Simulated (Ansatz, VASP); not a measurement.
## One calculation of CdSe, two programs

```
CELL_PARAMETERS angstrom
0.00000 3.07027 3.07027
3.07027 0.00000 3.07027
3.07027 3.07027 0.00000
ATOMIC_POSITIONS crystal
Cd 0.00000 0.00000 0.00000
Se 0.25000 0.25000 0.25000
```

Measurements of this composition are mostly on another form, of space group No. 186.

Alike in both runs: task single point; functional PBE; k mesh 8 × 8 × 8; occupations gaussian, width 0.012 eV; no spin polarisation.

|  | VASP | Ansatz |
| --- | --- | --- |
| version | VASP 6.6.1 | Ansatz 0.2.0 |
| potentials or method | VASP PAW PBE potentials, release 64 (Cd, Se) | Ansatz PAW |
| plane-wave cutoff (eV) | 520 | 420 |
| valence electrons in the cell | 18 | 36 |

|  | VASP | Ansatz | Ansatz less VASP |
| --- | --- | --- | --- |
| gap on the k mesh at the Fermi level (eV) | 0.55 | 0.55 | +0.001 |
| least direct gap on the mesh (eV) | 0.55 | 0.55 | +0.001 |
| pressure (GPa) | 1.6 | 1.3 | -0.29 |

The two sets of potentials don't hold the same shells in valence.

A hybrid or GW would open this gap; PBE tends to underestimate it.
